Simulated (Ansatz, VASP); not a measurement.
# Two plane-wave programs on GaN

```
CELL_PARAMETERS angstrom
0.00000 2.13524 2.13524
2.13524 0.00000 2.13524
2.13524 2.13524 0.00000
ATOMIC_POSITIONS crystal
Ga 0.00000 0.00000 0.00000
N 0.50000 0.50000 0.50000
```

Measurements of this composition are mostly on another form, of space group No. 186.

Alike in both runs: functional PBEsol; k mesh 11 × 11 × 11; occupations fermi-dirac, width 0.05 eV; no spin polarisation.

```csv
,VASP,Ansatz
version,VASP 6.6.1,Ansatz 0.2.0
potentials or method,"VASP PAW PBE potentials, release 64 (Ga_d, N)",Ansatz PAW
plane-wave cutoff (eV),520,420
valence electrons in the cell,18,18
task,single point,band structure
```

```csv
,VASP,Ansatz,Ansatz less VASP
gap on the k mesh at the Fermi level (eV),0.46,0.47,+0.009
least direct gap on the mesh (eV),2.37,2.36,-0.013
pressure (GPa),-7.2,-7.7,-0.49
```

Caveats: the PAW data sets were made with another functional, which shifts forces and pressure a little (VASP); an odd mesh through Γ misses points on the zone boundary, where band edges often lie (VASP); the k mesh misses the band edges, so the gap on the mesh is wider than the one along the path (Ansatz); the pressure holds a Pulay correction of +0.6 GPa for the finite cutoff (Ansatz); the PAW data sets come from PBE, with cores solved anew for the run's functional, which leaves a small shift of forces and pressure (Ansatz).
